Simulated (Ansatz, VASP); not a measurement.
# Ni: VASP beside Ansatz

```
Ni
1.0
     4.08209    0.00000    0.00000
    -2.04105    3.53520    0.00000
     0.00000    0.00000    2.45506
Ni
3
Direct
  0.00000 0.00000 0.00000
  0.33333 0.66667 0.50000
  0.66667 0.33333 0.50000
```

Alike in both runs: task single point; functional PBEsol; k mesh 10 × 10 × 15; occupations fermi-dirac, width 0.1 eV; no spin polarisation.

|  | VASP | Ansatz |
| --- | --- | --- |
| version | VASP 6.6.1 | Ansatz 0.2.0 |
| potentials or method | VASP PAW PBE potentials, release 64 (Ni) | plane waves (420 eV) with PAW, scalar-relativistic |
| plane-wave cutoff (eV) | 520 | 420 |
| valence electrons in the cell | 30 | 54 |

|  | VASP | Ansatz | Ansatz less VASP |
| --- | --- | --- | --- |
| pressure (GPa) | -18.8 | -19.1 | -0.34 |
| largest component of the traceless stress (GPa) | 0.33 | 0.39 | +0.061 |

The two sets of potentials don't hold the same shells in valence. Ansatz warned: «pseudo_functional_mismatch».

Caveats: so large a pressure means that the cell lies far from this level's equilibrium, or that cutoff or potentials fall short (VASP); the potentials were made for another functional, which shifts forces and pressure (VASP); the run has no spin polarisation, though such a crystal can be magnetic. Spin polarisation is off, so any magnetic state and its effect on volume and gap are missing.
